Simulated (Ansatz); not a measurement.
Rb in Ansatz: convergence with k mesh

Input of the first run (k mesh 3 × 3 × 3); the others differ in this setting and in those tied to it:

Contents of input.yaml:

```yaml
crystal:
  lattice:
    - [-2.378988, 2.378988, 8.488669]
    - [2.378988, -2.378988, 8.488669]
    - [2.378988, 2.378988, -8.488669]
  atoms:
    - { symbol: Rb, position: [0.5, 0.5, 0.0] }
    - { symbol: Rb, position: [0.25, 0.75, 0.5] }
hamiltonian:
  xc: pbesol
  pseudopotentials: { kind: paw }
kpoints:
  mp_grid: { grid: [3, 3, 3] }
scf:
  occupations: { method: fermi_dirac, width: 0.05 }
output:
  forces: true
  stress: true
  eigenvalues: true
```

Potentials or basis: Ansatz PAW.

Run with:

```console
$ ansatz run input.yaml --threads 2 --pin off --max-ram 5632MiB --backend cpu --events-out ev --progress --plain --runs-dir out
```

This isn't the form of Rb at room conditions, which is bcc.

Hardware: 2 threads of Arm Neoverse V2, with other jobs on the host.

**Question.** The values tried are 3 × 3 × 3, 4 × 4 × 4, 5 × 5 × 5, 6 × 6 × 6, 7 × 7 × 7, 9 × 9 × 9, 11 × 11 × 11, 13 × 13 × 13, loosest first. From which on does the energy stay within 1 meV/atom of the tightest run that finished?

**Answer.** From 7 × 7 × 7 on.

```tsv
k mesh	energy less the tightest run, at zero smearing (meV/atom)	SCF cycles	CPU time (s)	peak memory (GiB)
3 × 3 × 3	-3.99	6	0.9	0.31
4 × 4 × 4	8.73	6	1.4	0.34
5 × 5 × 5	-6.77	7	1.8	0.36
6 × 6 × 6	3.69	7	2.7	0.38
7 × 7 × 7	-0.98	8	4.8	0.41
9 × 9 × 9	-0.57	8	6.4	0.46
11 × 11 × 11	-0.31	8	10	0.55
13 × 13 × 13	0.00	7	16	0.67
```

Meshes of other sizes hit other points, so gaps and Fermi surfaces needn't settle smoothly. The tightest run that finished is the yardstick and may itself not be fully converged.
